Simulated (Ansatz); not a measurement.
# Cd: the change of pressure with volume per atom

Results calculated with Ansatz 0.2.0 development build, not measured. Equation of state of a cubic crystal from periodic Kohn-Sham density functional theory without spin; pressure corrected for the finite basis.

Cell of the first row (space group Im-3m, No. 229):
```
cell vectors (Å)
  -1.7649     1.7649     1.7649
   1.7649    -1.7649     1.7649
   1.7649     1.7649    -1.7649
atoms (fractions of the cell vectors)
Cd  0.00000  0.00000  0.00000
```

Settings of every row: formula Cd; structure type bcc; functional PBE; spin treatment none; k mesh 42x42x42; occupation method fermi-dirac; occupation width 0.061225619 eV; wave cutoff 420 eV; datasets soft-1 PAW; density cutoff ratio 4.

Limits: a cubic model structure, not a phase known at ambient conditions.

| row | volume per atom (Å³) | pressure (GPa) | energy above lowest point (meV/atom) |
| --- | --- | --- | --- |
| 1 | 21.988 | 2.756 | 11.38 |
| 2 | 22.456 | 1.717 | 4.88 |
| 3 | 22.924 | 0.815 | 1.22 |
| 4 | 23.392 | ? | ? |
| 5 | 23.86 | -0.639 | 0.9 |
| 6 | 24.327 | -1.219 | 3.64 |
| 7 | 24.795 | -1.716 | 7.94 |

Question: what pressure should row 4 give?

Worked fit of pressure. Take u = (V_r/V)^(2/3) − 1 with V_r = 23.392 Å³ an atom, which is twice the finite (Eulerian) strain; such expansions in the strain, on which the Birch-Murnaghan equation of state is built, carry the rest volume and the bulk modulus. The shown rows have u = 0.04213, 0.0276, 0.01356, -0.01312, -0.02579, -0.03809. Least squares give pressure = 0.0347 + 54.367 × u + 231.06 × u² + 276 × u³ GPa; a parabola predicts inner rows, each left out in turn, worse (root mean square 0.0063 against 0.00073 GPa). The rows lie off it by 0.000, 0.000, 0.000, 0.000, -0.001, 0.000. The pressure vanishes at u = -0.0006, or V = 23.41 Å³ an atom, and there the bulk modulus at fixed shape and fractions is B = −V dP/dV = (2/3)(1 + u) dP/du = 36 GPa. The withheld row has u = 0, so the fit gives 0.0347 + 54.367 × (0) + 231.06 × (0)² + 276 × (0)³ = 0.035 GPa.

The calculation gave 0.035 GPa. The fit meets it to the printed digit.

The other values of row 4: energy above lowest point 0 meV/atom.
